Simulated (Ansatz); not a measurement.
GeTe (model structure, started from the alpha GeTe type, R3m, No. 160, 2 atoms in the cell)

Method: PBEsol in Ansatz (PAW).

Run with plane-wave cutoff 500 eV, 12×12×12 k mesh, Fermi–Dirac smearing 0.05 eV, scalar-relativistic PAW data made under PBE.

Cell (relaxed at this level):

```
CELL_PARAMETERS angstrom
      2.08089     1.20140     3.48464
     -2.08089     1.20140     3.48464
      0.00000    -2.40280     3.48464
ATOMIC_POSITIONS crystal
  Ge 0.76140 0.76140 0.76140
  Te 0.23860 0.23860 0.23860
```

| Quantity | Value |
|---|---|
| band gap | 0.42 eV (on the SCF k mesh) |

Note: the relaxation could raise the start's symmetry but not lower it, so the cell can be a saddle point.

Spin–orbit coupling is not included; with these elements it can move the gap by several tenths of an eV or more.

The computed numbers hold no vibrational or temperature effects.

A model structure was made by putting elements into a prototype or built by hand; it is no filed structure, need not be a known phase, and can be a saddle point held by its symmetry.

Ansatz is an electronic-structure program.
